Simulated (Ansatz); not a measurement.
The system is Te.

```xyz
2
Lattice="-2.9578 3.8760 1.5352 2.9578 -3.8760 1.5352 2.9578 3.8760 -1.5352" Properties=species:S:1:pos:R:3 pbc="T T T"
Te    2.9578   -1.9380    0.7704
Te    0.0000    5.8139    0.7647
```

This isn't the form of Te at room conditions, which is trigonal, of chains.

```yaml
Program: Ansatz 0.2.0
Task: relaxation of cell and atoms
Functional: PBE
Dispersion: D3(BJ)-ATM
Potentials_or_basis: Ansatz PAW
Cutoff: "420 eV (not typed: the program's choice for these potentials)"
k_mesh: 10 × 10 × 10
Occupations: fermi-dirac, width 0.05 eV
Spin: no spin polarisation
```

At the start: volume 35.20 Å³/atom.

Q: Where does the relaxation end?

A: It ends after 8 steps and the volume is 31.26 Å³/atom (-11.2 %); space group Cmmm (No. 65, to 0.05 Å).

Step by step:
```
step  energy change (eV)  largest force (eV/Å)  volume (Å³)
   1              0.0000                0.0024        70.40
   2             -0.0320                0.0002        65.94
   3             -0.0416                0.0003        64.62
   4             -0.0494                0.0002        62.60
   5             -0.0499                0.0001        62.61
   6             -0.0492                0.0001        62.61
   7             -0.0492                0.0000        62.52
   8             -0.0492                0.0000        62.52
```

Final structure:
```cif
data_structure
_symmetry_space_group_name_H-M 'P 1'
_symmetry_Int_Tables_number 1
_cell_length_a 4.7667
_cell_length_b 4.7667
_cell_length_c 4.7667
_cell_angle_alpha 102.182
_cell_angle_beta 90.011
_cell_angle_gamma 142.073
_cell_volume 62.52
loop_
_atom_site_label
_atom_site_type_symbol
_atom_site_fract_x
_atom_site_fract_y
_atom_site_fract_z
_atom_site_occupancy
Te1 Te 0.99999 0.74999 0.25000 1
Te2 Te 0.00001 0.25001 0.75000 1
```

Caveat: the plane-wave basis is chosen anew once the cell has moved, so the energies of steps on either side of that aren't comparable; pairwise dispersion overbinds metals, which lowers pressure and volume.
